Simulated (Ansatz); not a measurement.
Al: generalised stacking fault

These are results of DFT PBEsol, scalar-relativistic, plane waves, PAW (Ansatz), not measurements. The runs took a 420 eV cutoff, a Γ-centred 22×22×7 mesh and Gaussian smearing (0.15 eV). No spin polarisation. Energies are free energies at this smearing, counted from the undisturbed cell; pressure is positive in compression.

Reference structure (relaxed at this level; with this scan's settings it stands at -0.1 GPa; this bcc form isn't the usual structure):

```yaml
crystal:
  lattice:
    - [-1.60644, 1.60644, -1.60644]
    - [-1.60644, -1.60644, 1.60644]
    - [0.00000, 6.42576, 6.42576]
  atoms:
    - { symbol: Al, position: [0.00000, 0.00000, 0.87500] }
    - { symbol: Al, position: [0.50000, 0.50000, 0.12500] }
    - { symbol: Al, position: [0.00000, 0.00000, 0.37500] }
    - { symbol: Al, position: [0.50000, 0.50000, 0.62500] }
```

The cut lies on the cell's a–b face, a (0 1 1) plane (indices in the standard cell, whose axes needn't be the Cartesian ones shown) of area 7.30 Å², between layers 2.27 Å apart. Vector c is tilted by f times 1·a + 0·b (length 2.782 Å) with the atoms' Cartesian places fixed: one unrelaxed fault a cell. The cell is metallic on the mesh throughout.

| f | γ (mJ/m²) | shear traction, the slope of γ along the slip (GPa) |
| --- | --- | --- |
| 0.0000 | 0 | 0.0 |
| 0.1000 | 5 | 0.4 |
| 0.2000 | ? | ? |
| 0.3000 | 48 | 0.9 |
| 0.4000 | 68 | 0.5 |
| 0.5000 | 76 | 0.0 |

By symmetry 0.6000 repeats 0.4000, 0.8000 repeats 0.2000, 0.7000 repeats 0.3000, 0.9000 repeats 0.1000 in energy, with the opposite slope along the path.

Problem. Give the withheld values.

Solution. γ (mJ/m²) at f = 0.2000: 23; shear traction, the slope of γ along the slip (GPa) at f = 0.2000: 0.8.

Cost: 6 runs of about 2.7 core-minutes in all, on AMD EPYC 9R45 (Zen 5) (shared hosts).